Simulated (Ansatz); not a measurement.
TaN:

```
Ta N
1.0
     0.00000    2.49114    2.49114
     2.49114    0.00000    2.49114
     2.49114    2.49114    0.00000
Ta N
1 1
Direct
  0.00000 0.00000 0.00000
  0.25000 0.25000 0.25000
```

The cell comes from a database or a generator and needn't be the stable form of this composition.

Base run:

* Program: Ansatz 0.2.0
* Functional: PBEsol
* Potentials or basis: all-electron LAPW, scalar-relativistic
* Cutoff: 375 eV (chosen from the basis error)
* Basis error allowed: 0.001 eV/atom
* k mesh: 7 × 7 × 7
* Occupations: gaussian, width 0.05 eV
* Spin: collinear spin, ferromagnetic start
* Starting moments: [0.5, 0.0] μB
* Hubbard terms: Ta d U = 4 eV

Its results: band gap on the k mesh none (metal or under the smearing width); pressure -22.4 GPa; net moment 0.79 μB per cell.

The run is repeated on the same cell with these changes: hubbard terms from Ta d U = 4 eV to none. What comes out?

Band gap on the k mesh none (metal or under the smearing width); pressure -30.7 GPa; net moment 0.00 μB per cell.

Caveats: the k mesh is thin for a metal, which can move the energy by tens of meV per atom; U is the effective U less J, on atomic orbitals that reach past the spheres (some runs); a pressure of tens of GPa on the cell as given is suspect, and the run, the potentials or the cell itself is likely at fault (some runs); the starting moments weren't kept (some runs).
